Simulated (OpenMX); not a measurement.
Runs of OpenMX 3.8.5 on ZrB2. Symmetry: P6/mmm, No. 191, hexagonal system. The conventional cell has a = 3.127 Å, b = 3.127 Å, c = 3.485 Å, α = 90.00°, β = 90.00°, γ = 120.00°. Zr (site symmetry 6/mmm) has 12 B at 2.51 Å as nearest neighbours. B (site symmetry -6m2) has 3 B at 1.81 Å as nearest neighbours. 

| potentials or basis | cell | k mesh | pressure (GPa) | largest force (eV/Å) |
| --- | --- | --- | --- | --- |
| OpenMX 2013 PBE set, Zr7.0-s3p2d2, B7.0-s2p2d1, grid cutoff 400 Ry | P6/mmm, 9.84 Å³/atom | 7 × 7 × 7 | 12.8 | 0.01 |
| OpenMX 2013 PBE set, Zr7.0-s3p2d2, B7.0-s2p2d1, grid cutoff 400 Ry | P6/mmm, 11.07 Å³/atom | 7 × 7 × 7 | -14.3 | - |
| OpenMX 2013 PBE set, Zr7.0-s3p2d2f1, B7.0-s3p2d2, grid cutoff 400 Ry | P6/mmm, 10.25 Å³/atom | 11 × 11 × 9 | 0.8 | 0.01 |
| OpenMX 2013 PBE set, Zr7.0-s3p2d2, B7.0-s2p2d1, grid cutoff 400 Ry | P6/mmm, 10.66 Å³/atom | 7 × 7 × 7 | -6.9 | 0.01 |
| OpenMX 2013 PBE set, Zr7.0-s3p2d2, B7.0-s2p2d1, grid cutoff 400 Ry | P6/mmm, 9.43 Å³/atom | 7 × 7 × 7 | (c) | 0.01 |
| OpenMX 2013 PBE set, Zr7.0-s3p2d2, B7.0-s2p2d1, grid cutoff 400 Ry | P6/mmm, 10.25 Å³/atom | 7 × 7 × 7 | (a) | 0.01 |
| OpenMX 2013 PBE set, Zr7.0-s3p2d2, B7.0-s2p2d1, grid cutoff 400 Ry | P6/mmm, 9.02 Å³/atom | 7 × 7 × 7 | (b) | 0.01 |
| OpenMX 2013 PBE set, Zr7.0-s3p2d1, B7.0-s2p2, grid cutoff 400 Ry | P6/mmm, 10.25 Å³/atom | 11 × 11 × 9 | 3.5 | 0.01 |

Alike in all rows: task band structure; level PBE; no spin polarisation; smearing fermi-dirac 0.05 eV.

Q: Estimate the missing entries.

A: (a) 2.0; (b) 41.9; (c) 25.9.

Caveats: the basis of atomic orbitals isn't converged, which shifts pressures, moduli and gaps.
